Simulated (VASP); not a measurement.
# Al (Fm-3m) in VASP: further runs

Runs on Al. Level: PBE. Tasks: single point.

Everything below comes from runs of VASP 6.6.1. Logs are shortened: lines on timing, memory, paths and dates and some standing lists are left out, and cuts for length are marked.

### Step 1. The undisturbed crystal

Symmetry: Fm-3m, No. 225, cubic system. The conventional cell has a = 4.050 Å, b = 4.050 Å, c = 4.050 Å, α = 90.00°, β = 90.00°, γ = 90.00°. Al (site symmetry m-3m) has 12 Al at 2.86 Å as nearest neighbours.

### Step 2. Single point, PBE (grid = ENCUT=400 dk=0.6 cell=2x2x1 ISMEAR=1 SIGMA=0.1 LREAL=Auto EDIFF=1e-06)

Contents of INCAR:

```
PREC = Accurate ; ENCUT = 400
EDIFF = 1E-6 ; ISMEAR = 1
SIGMA = 0.1 ; LREAL = Auto
LASPH = True ; NELM = 120
ALGO = Fast ; ISIF = 2
LWAVE = False ; LCHARG = False
GGA = PE ; NBANDS = 12
```

Contents of KPOINTS:

```
Automatic mesh
0
Gamma
  5 5 5
```

Contents of POSCAR:

```
Al
1.0
    0.0000000000      4.0496100000      4.0496100000
    4.0496100000      0.0000000000      4.0496100000
    2.0248050000      2.0248050000      0.0000000000
Al
3
Direct
    0.0000000000      0.5000000000      0.0000000000
    0.5000000000      0.0000000000      0.0000000000
    0.5000000000      0.5000000000      0.0000000000
```

Potentials or basis: VASP PAW PBE potentials, release 64 (Al).

The run is started by

```console
$ cat potpaw_PBE.64/Al/POTCAR > POTCAR
$ mpirun -np 1 vasp_std > vasp.out
```

OUTCAR:

```text
PREC = Accurate
   ENCUT = 400
   EDIFF = 1E-6
   ISMEAR = 1
   LREAL = Auto
   LASPH = True
   NELM = 120
   ISIF = 2
   GGA = PE

 Found     27 irreducible k-points:

 Following reciprocal coordinates:
            Coordinates               Weight
  0.000000  0.000000  0.000000      1.000000
  0.200000  0.000000  0.000000      4.000000
  0.400000  0.000000  0.000000      4.000000
  0.200000  0.200000  0.000000      2.000000
  0.400000  0.200000  0.000000      4.000000
 -0.400000  0.200000  0.000000      4.000000
   k-points           NKPTS =     27   k-points in BZ     NKDIM =     27   number of bands    NBANDS=     12
   number of dos      NEDOS =    301   number of ions     NIONS =      3
   total plane-waves  NPLWV =  32000
   dimension x,y,z NGX =    40 NGY =   40 NGZ =   20
   dimension x,y,z NGXF=    80 NGYF=   80 NGZF=   40
   ions per type =               3
   NGX,Y,Z   is equivalent  to a cutoff of  11.61, 11.61, 11.61 a.u.
   NGXF,Y,Z  is equivalent  to a cutoff of  23.22, 23.22, 23.22 a.u.
 SYSTEM =  unknown system
   PREC   = accura    normal or accurate (medium, high low for compatibility)
   ISTART =      0    job   : 0-new  1-cont  2-samecut
   ICHARG =      2    charge: 1-file 2-atom 10-const
   ISPIN  =      1    spin polarized calculation?
   LNONCOLLINEAR =      F non collinear calculations
   LSORBIT =      F    spin-orbit coupling
   LASPH  =      T    aspherical Exc in radial PAW
   ENCUT  =  400.0 eV  29.40 Ry    5.42 a.u.   9.34  9.34  4.67*2*pi/ulx,y,z
   NELM   =    120;   NELMIN=  2; NELMDL= -5     # of ELM steps
   EDIFF  = 0.1E-05   stopping-criterion for ELM
   LREAL  =      T    real-space projection
   EDIFFG = 0.1E-04   stopping-criterion for IOM
   NSW    =      0    number of steps for IOM
[... 5 lines left out ...]
   TEBEG  =    0.0;   TEEND  =   0.0 temperature during run
   PSTRESS=    0.0 pullay stress
   NELECT =       9.0000    total number of electrons
   NUPDOWN=      -1.0000    fix difference up-down
   EMIN   =  10.00;   EMAX   =-10.00  energy-range for DOS
   EFERMI =   0.00;   METHOD = LEGACY
   ISMEAR =     1;   SIGMA  =   0.10  broadening in eV -4-tet -1-fermi 0-gaus
   EFERMI_NEDOS =   21; number of points for ismear=-14 and -15
   IALGO  =     68    algorithm
   IMIX   =      4    mixing-type and parameters
     AMIX     =   0.40;   BMIX     =  1.00
     AMIX_MAG =   1.60;   BMIX_MAG =  1.00
  volume/ion in A,a.u.               =      22.14       149.39
  Fermi-wavevector in a.u.,A,eV,Ry     =   0.840896  1.589064  9.620770  0.707107
  Thomas-Fermi vector in A             =   1.955353
   LORBIT       =      0    0 simple, 1 ext, 2 COOP (PROOUT), +10 PAW based schemes
   GGA     = PE    functional components
   LHFCALC =     F    Hartree Fock is set to
   AEXX    =    0.0000 exact exchange contribution
   IVDW    =     0    specifies the selected vdW correction
   LEPSILON=     F    determine dielectric tensor
   LRPA    =     F    only Hartree local field effects (RPA)
 non-spin polarized calculation
 RMM-DIIS sequential band-by-band and
 Methfessel and Paxton  Order N= 1 SIGMA  =   0.10
  energy-cutoff  :      400.00
  volume of cell :       66.41
 maximum number of plane-waves:      1222
 NGX is ok and might be reduce to    40
   NGX = 19   NGY = 19   NGZ =  9

 number of electron       9.0000000 magnetization

 Free energy of the ion-electron system (eV)
  ---------------------------------------------------
  ext. energy  EPLUGINS =         0.00000000
  ---------------------------------------------------
  free energy    TOTEN  =       -10.39147955 eV

  energy without entropy =      -10.39038131  energy(sigma->0) =      -10.39111347

 E-fermi :   4.9158     XC(G=0):  -8.9459

 val. band max:        4.9069413986   @ k =   0.4000   0.0000   0.2000
 cond. band min:       4.9236454540   @ k =   0.0000   0.0000   0.2000
 fundamental gap:      0.0167040554
 Fermi energy:         4.9158408117

 k-point     1 :       0.0000    0.0000    0.0000
  band No.  band energies     occupation
      1      -4.6209      2.00000
      2       1.1604      2.00000
      3       1.5009      2.00000
      4       2.7456      2.00000
      5       2.9715      2.00000
      6       4.8009      2.06896
      7       7.3216      0.00000
      8      11.9550      0.00000
      9      12.0236      0.00000
     10      12.8489      0.00000
     11      15.7525      0.00000
     12      17.0429      0.00000

 k-point     2 :       0.2000    0.0000    0.0000
  band No.  band energies     occupation
      1      -4.3919      2.00000
      2      -0.4296      2.00000
      3       2.0076      2.00000
      4       2.2984      2.00000
      5       4.4079      2.00000
      6       5.2593     -0.00001
      7       8.3819      0.00000
      8      10.1343      0.00000
      9      12.1413      0.00000
     10      13.6095      0.00000
     11      14.5994      0.00000
     12      15.5395      0.00000

 k-point     3 :       0.4000    0.0000    0.0000
  band No.  band energies     occupation
      1      -3.8066      2.00000
      2      -1.9066      2.00000
      3       1.7614      2.00000
      4       2.2237      2.00000
      5       5.6478     -0.00000
      6       7.3635      0.00000
      7       8.1629      0.00000
      8      10.8913      0.00000
      9      11.2423      0.00000
     10      12.6056      0.00000
     11      13.9302      0.00000
     12      14.3271      0.00000

 k-point     4 :       0.2000    0.2000    0.0000
  band No.  band energies     occupation
      1      -4.3003      2.00000
      2      -0.1115      2.00000
      3       0.6382      2.00000
      4       2.9964      2.00000
      5       4.2527      2.00000
      6       5.0683     -0.05308
      7       9.5951      0.00000
      8      12.2198      0.00000
      9      12.2930      0.00000
     10      13.0561      0.00000
     11      13.9390      0.00000
     12      14.9724      0.00000

 k-point     5 :       0.4000    0.2000    0.0000
  band No.  band energies     occupation
      1      -3.7894      2.00000
      2      -1.5331      2.00000
      3       0.4855      2.00000
      4       3.1893      2.00000
      5       4.4415      2.00000
      6       7.5639      0.00000
      7      10.4432      0.00000
      8      10.8703      0.00000
      9      11.8713      0.00000
     10      12.6347      0.00000
     11      13.9960      0.00000
     12      14.5716      0.00000

 k-point     6 :      -0.4000    0.2000    0.0000
  band No.  band energies     occupation
      1      -3.4321      2.00000
      2      -2.2006      2.00000
      3       0.2171      2.00000
      4       4.1928      2.00000
      5       5.0984     -0.02692
      6       7.8885      0.00000
      7       8.3166      0.00000
      8      10.8844      0.00000
      9      11.7206      0.00000
     10      12.9017      0.00000
     11      14.0423      0.00000
     12      14.1293      0.00000

 [... further k-points ...]

------------------------ aborting loop because EDIFF is reached ----------------------------------------

  FORCE on cell =-STRESS in cart. coord.  units (eV):
  Direction    XX          YY          ZZ          XY          YZ          ZX
  --------------------------------------------------------------------------------------
  -------------------------------------------------------------------------------------
  Total       -1.5268677     -1.5268677     -1.5395312      0.7258360     -0.0000000      0.0000000
  in kB      -36.8359927    -36.8359927    -37.1415042     17.5109414     -0.0000000      0.0000000
  external PRESSURE =     -36.9378299 kB  Pullay stress =       0.0000000 kB

 VOLUME and BASIS-vectors are now :
 -----------------------------------------------------------------------------
  energy-cutoff  :      400.00
  volume of cell :       66.41
      direct lattice vectors                 reciprocal lattice vectors
     0.000000000  4.049610000  4.049610000    -0.123468680  0.123468680  0.123468680
     4.049610000  0.000000000  4.049610000     0.123468680 -0.123468680  0.123468680
     2.024805000  2.024805000  0.000000000     0.246937359  0.246937359 -0.246937359

 POSITION                                       TOTAL-FORCE (eV/Angst)
 -----------------------------------------------------------------------------------
      2.02481      0.00000      2.02481         0.000000     -0.000000     -0.000000
      0.00000      2.02481      2.02481         0.000000     -0.000000     -0.000000
      2.02481      2.02481      4.04961        -0.000000      0.000000      0.000000
 -----------------------------------------------------------------------------------
    total drift:                               -0.000000      0.000000     -0.000000

  FREE ENERGIE OF THE ION-ELECTRON SYSTEM (eV)
  ---------------------------------------------------
  free  energy   TOTEN  =       -10.3914795529 eV

  energy  without entropy=      -10.3903813146  energy(sigma->0) =      -10.39111347
```

It took 8.6 s on 1 thread of Intel Xeon 6975P-C (Granite Rapids), shared host; peak memory 0.16 GiB.

The run converged, but some of its settings lie outside the range that counts as converged, so its numbers aren't taken as properties of the crystal.

Results:

```
Free energy            : -10.3915 eV
Pressure               : -3.7 GPa
Band gap on the k mesh : none (metal or under the smearing width)
```

Caveat: the k mesh is coarse (spacing up to 0.54 Å⁻¹), so the values aren't converged.

### Step 3. Single point, PBE (grid = ENCUT=280 dk=0.35 cell=2x2x1 ISMEAR=1 SIGMA=0.1 LREAL=Auto EDIFF=1e-06)

Changes to INCAR since step 2:

```diff
@@ -1,2 +1,2 @@
-PREC = Accurate ; ENCUT = 400
+PREC = Accurate ; ENCUT = 280
 EDIFF = 1E-6 ; ISMEAR = 1
```

Contents of KPOINTS:

```
Automatic mesh
0
Gamma
  8 8 8
```

POSCAR is that of step 2.

Potentials or basis: VASP PAW PBE potentials, release 64 (Al).

The run is started by

```console
$ cat potpaw_PBE.64/Al/POTCAR > POTCAR
$ mpirun -np 1 vasp_std > vasp.out
```

OUTCAR:

```text
PREC = Accurate
   ENCUT = 280
   EDIFF = 1E-6
   ISMEAR = 1
   LREAL = Auto
   LASPH = True
   NELM = 120
   ISIF = 2
   GGA = PE

 Found    105 irreducible k-points:

 Following reciprocal coordinates:
            Coordinates               Weight
  0.000000  0.000000  0.000000      1.000000
  0.125000  0.000000  0.000000      4.000000
  0.250000  0.000000  0.000000      4.000000
  0.375000  0.000000  0.000000      4.000000
  0.500000  0.000000  0.000000      2.000000
  0.125000  0.125000  0.000000      2.000000
   k-points           NKPTS =    105   k-points in BZ     NKDIM =    105   number of bands    NBANDS=     12
   number of dos      NEDOS =    301   number of ions     NIONS =      3
   total plane-waves  NPLWV =  16384
   dimension x,y,z NGX =    32 NGY =   32 NGZ =   16
   dimension x,y,z NGXF=    64 NGYF=   64 NGZF=   32
   ions per type =               3
   NGX,Y,Z   is equivalent  to a cutoff of   9.29,  9.29,  9.29 a.u.
   NGXF,Y,Z  is equivalent  to a cutoff of  18.58, 18.58, 18.58 a.u.
 SYSTEM =  unknown system
   PREC   = accura    normal or accurate (medium, high low for compatibility)
   ISTART =      0    job   : 0-new  1-cont  2-samecut
   ICHARG =      2    charge: 1-file 2-atom 10-const
   ISPIN  =      1    spin polarized calculation?
   LNONCOLLINEAR =      F non collinear calculations
   LSORBIT =      F    spin-orbit coupling
[... 73 lines left out ...]
     12      17.0345      0.00000
[... 61 lines left out ...]
 k-point     6 :       0.1250    0.1250    0.0000
  band No.  band energies     occupation
      1      -4.5278      2.00000
      2       0.4793      2.00000
      3       0.9966      2.00000
      4       3.2421      2.00000
      5       3.4717      2.00000
      6       4.5758      2.00000
      7       8.4090      0.00000
      8      12.0236      0.00000
      9      12.1305      0.00000
     10      12.9288      0.00000
     11      15.2940      0.00000
     12      15.7604      0.00000

 [... further k-points ...]

------------------------ aborting loop because EDIFF is reached ----------------------------------------

  FORCE on cell =-STRESS in cart. coord.  units (eV):
  Direction    XX          YY          ZZ          XY          YZ          ZX
  --------------------------------------------------------------------------------------
  -------------------------------------------------------------------------------------
  Total       -1.7716281     -1.7716281     -1.6552385     -0.4206104     -0.0000000      0.0000000
  in kB      -42.7408870    -42.7408870    -39.9329661    -10.1473120     -0.0000000      0.0000000
  external PRESSURE =     -41.8049133 kB  Pullay stress =       0.0000000 kB

 VOLUME and BASIS-vectors are now :
 -----------------------------------------------------------------------------
  energy-cutoff  :      280.00
  volume of cell :       66.41
      direct lattice vectors                 reciprocal lattice vectors
     0.000000000  4.049610000  4.049610000    -0.123468680  0.123468680  0.123468680
     4.049610000  0.000000000  4.049610000     0.123468680 -0.123468680  0.123468680
     2.024805000  2.024805000  0.000000000     0.246937359  0.246937359 -0.246937359

 POSITION                                       TOTAL-FORCE (eV/Angst)
 -----------------------------------------------------------------------------------
      2.02481      0.00000      2.02481        -0.000000     -0.000000      0.000000
      0.00000      2.02481      2.02481         0.000000      0.000000     -0.000000
      2.02481      2.02481      4.04961        -0.000000      0.000000     -0.000000
 -----------------------------------------------------------------------------------
    total drift:                               -0.000000      0.000000      0.000000

  FREE ENERGIE OF THE ION-ELECTRON SYSTEM (eV)
  ---------------------------------------------------
  free  energy   TOTEN  =       -10.3622775639 eV

  energy  without entropy=      -10.3629561905  energy(sigma->0) =      -10.36250377
```

OSZICAR:

```text
N       E                     dE             d eps       ncg     rms          rms(c)
DAV:   1     0.301584380756E-02    0.30158E-02   -0.20955E+03  2520   0.328E+02
DAV:   2    -0.102026613295E+02   -0.10206E+02   -0.97428E+01  3248   0.557E+01
DAV:   3    -0.104973892604E+02   -0.29473E+00   -0.29285E+00  3292   0.807E+00
DAV:   4    -0.105003091266E+02   -0.29199E-02   -0.29196E-02  2944   0.986E-01
DAV:   5    -0.105003614439E+02   -0.52317E-04   -0.52317E-04  3200   0.128E-01    0.224E+00
RMM:   6    -0.103994592134E+02    0.10090E+00   -0.44924E-02  2534   0.752E-01    0.129E+00
RMM:   7    -0.103626787908E+02    0.36780E-01   -0.51685E-02  2685   0.893E-01    0.227E-01
RMM:   8    -0.103621444372E+02    0.53435E-03   -0.49398E-03  2802   0.376E-01    0.955E-02
RMM:   9    -0.103622620695E+02   -0.11763E-03   -0.75065E-04  2925   0.164E-01    0.453E-02
RMM:  10    -0.103622778724E+02   -0.15803E-04   -0.96017E-05  2987   0.638E-02    0.179E-02
RMM:  11    -0.103622775883E+02    0.28411E-06   -0.27825E-05  2972   0.307E-02    0.284E-03
RMM:  12    -0.103622775639E+02    0.24426E-07   -0.65245E-06  2904   0.162E-02
   1 F= -.10362278E+02 E0= -.10362504E+02  d E =0.678627E-03
```

stdout:

```text
POSCAR found type information on POSCAR Al
 POSCAR found :  1 types and       3 ions
 scaLAPACK will be used
 -----------------------------------------------------------------------------
|                                                                             |
|                                                                             |
|     You have a (more or less) 'small supercell' and for smaller cells       |
|     it is recommended to use the reciprocal-space projection scheme!        |
|     The real-space optimization is not efficient for small cells and it     |
|     is also less accurate ...                                               |
|     Therefore, set LREAL=.FALSE. in the INCAR file.                         |
|                                                                             |
 -----------------------------------------------------------------------------

 LDA part: xc-table for (Slater+PW92), standard interpolation
 POSCAR, INCAR and KPOINTS ok, starting setup
 FFT: planning ... GRIDC
 FFT: planning ... GRID_SOFT
 FFT: planning ... GRID
 WAVECAR not read
 entering main loop
```

It took 14 s on 1 thread of Intel Xeon 6975P-C (Granite Rapids), shared host; peak memory 0.15 GiB.

These settings aren't checked as converged: the numbers below hold their error.

Results:

```yaml
Free_energy: -10.3623 eV
Pressure: -4.2 GPa
Band_gap_on_the_k_mesh: none (metal or under the smearing width)
```

Caveat: the cutoff is under 1.25 times the usual one of these potentials, so pressure, stress and relaxed cells hold a basis-set (Pulay) error.

### Step 4. Single point, PBE (grid = ENCUT=400 dk=0.45 cell=2x2x1 ISMEAR=1 SIGMA=0.1 LREAL=Auto EDIFF=1e-06)

Changes to INCAR since step 3:

```diff
@@ -1,2 +1,2 @@
-PREC = Accurate ; ENCUT = 280
+PREC = Accurate ; ENCUT = 400
 EDIFF = 1E-6 ; ISMEAR = 1
```

Contents of KPOINTS:

```
Automatic mesh
0
Gamma
  6 6 6
```

POSCAR is that of step 3.

The run is started by

```console
$ cat potpaw_PBE.64/Al/POTCAR > POTCAR
$ mpirun -np 1 vasp_std > vasp.out
```

It took 16 s on 1 thread of Intel Xeon 6975P-C (Granite Rapids), shared host; peak memory 0.17 GiB.

These settings aren't checked as converged: the numbers below hold their error.

What came out:

| Quantity | Value |
| --- | --- |
| Free energy | -10.3858 eV |
| Pressure | -4.0 GPa |
| Band gap on the k mesh | none (metal or under the smearing width) |

Caveat: the k mesh is coarse (spacing up to 0.45 Å⁻¹), so the values aren't converged.

### Step 5. The reference run

An earlier run on the cell as given: functional PBE; potentials or basis VASP PAW PBE potentials, release 64 (Al); cutoff 520 eV; k mesh 11 × 11 × 11; occupations fermi-dirac, width 0.05 eV; no spin polarisation.

* Pressure: -0.5 GPa
* Band gap on the k mesh: none (metal or under the smearing width)
